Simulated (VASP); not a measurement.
# Br: relaxation of cell and atoms with PBEsol

Crystal: Br.

```
Br
1.0
     3.36325   -2.32255    0.00000
     3.36325    2.32255    0.00000
     0.00000    0.00000    8.70230
Br
4
Direct
  0.36510 0.63490 0.39010
  0.13490 0.86510 0.89010
  0.63490 0.36510 0.60990
  0.86510 0.13490 0.10990
```

```yaml
Program: VASP 6.6.1
Task: relaxation of cell and atoms
Functional: PBEsol
Potentials_or_basis: VASP PAW PBE potentials, release 64 (Br)
Cutoff: 600 eV
k_mesh: 6 × 6 × 4
Occupations: gaussian, width 0.02 eV
Spin: no spin polarisation
Ladder: gaps
Further_INCAR_settings: ALGO = Normal; EDIFF = 1e-06; IBRION = 2; EDIFFG = -0.01; NSW = 60; ISIF = 3
```

The relaxed volume is 30.79 Å³/atom and the relaxed cell is a = 4.111 Å, b = 4.111 Å, c = 8.523 Å, α = 90.00°, β = 90.00°, γ = 58.75°. The space group after relaxing (to 0.05 Å) is Cmce (No. 64), the energy gained by relaxing is 61.0 meV/atom and the ionic steps are 23. The pressure after relaxing is 0.0 GPa and the largest force after relaxing is 0.007 eV/Å. The band gap on the k mesh is 1.24 eV, indirect (least direct gap 1.29 eV).

Forces in eV/Å, atoms in the order of the input:
```
Br   0.000 -0.002  0.007
Br   0.000  0.002  0.007
Br   0.000  0.002 -0.007
Br   0.000 -0.002 -0.007
```

The path:
```
step  energy change (eV)  largest force (eV/Å)  pressure (GPa)  volume (Å³)
   1              0.0000                0.7486            0.15       135.95
   2             -0.0354                0.1909           -1.83       136.56
   3             -0.0404                0.1130           -1.34       136.39
   4             -0.1045                0.1010           -1.15       131.91
   5             -0.1917                0.2081            0.90       118.88
   6             -0.1952                0.1424            0.09       122.37
   7             -0.1974                0.1604            0.35       121.11
   8             -0.2067                0.2043           -0.08       120.63
   9             -0.2068                0.2209           -0.11       120.58
  10             -0.2195                0.1938            0.13       119.84
  11             -0.2298                0.1298            0.79       118.09
  12             -0.2376                0.1214            0.26       119.30
  13             -0.2379                0.1281            0.15       119.58
  14             -0.2404                0.0680            0.20       119.99
  15             -0.2419                0.0395            0.30       120.67
  16             -0.2428                0.0406           -0.04       122.02
  17             -0.2428                0.0374           -0.03       121.79
  18             -0.2428                0.0361            0.01       121.68
  19             -0.2432                0.0290            0.03       121.91
  20             -0.2440                0.0087            0.05       122.61
  21             -0.2440                0.0044            0.06       122.95
  22             -0.2440                0.0281           -0.09       123.54
  23             -0.2441                0.0070            0.01       123.15
```

Final structure:
```
Br
1.0
     3.58262   -2.01670    0.00000
     3.58262    2.01670    0.00000
     0.00000    0.00000    8.52255
Br
4
Direct
  0.34573 0.65427 0.37981
  0.15427 0.84573 0.87981
  0.65427 0.34573 0.62019
  0.84573 0.15427 0.12019
```

Levels at points of the mesh, in eV from the valence-band top:
| k point | band 11 | band 12 | band 13 | band 14 | band 15 | band 16 | band 17 | band 18 |
| --- | --- | --- | --- | --- | --- | --- | --- | --- |
| (0.00, 0.00, 0.00) | -1.54 | -0.71 | -0.65 | 0.00 | 1.29 | 2.27 | 5.53 | 6.50 |
| (0.50, 0.00, 0.00) | -1.72 | -1.72 | -0.83 | -0.83 | 2.49 | 2.49 | 6.53 | 6.53 |
| (0.50, 0.50, 0.00) | -2.05 | -1.68 | -0.81 | -0.28 | 1.24 | 2.11 | 6.41 | 7.63 |
| (0.00, 0.00, 0.50) | -1.15 | -1.15 | -0.27 | -0.27 | 1.53 | 1.53 | 6.17 | 6.17 |
| (0.50, 0.00, 0.50) | -0.96 | -0.96 | -0.08 | -0.08 | 1.66 | 1.66 | 6.96 | 6.96 |
| (0.50, 0.50, 0.50) | -1.31 | -1.31 | -1.06 | -1.06 | 1.47 | 1.47 | 7.60 | 7.60 |

Wall time 7.5 min on 2 MPI ranks on Intel(R) Xeon(R) Platinum 8488C (Sapphire Rapids) (shared host), peak memory 0.34 GiB a rank.

Caveat: the PAW data sets were made with another functional, which shifts forces and pressure a little. A k mesh can miss the band edges.
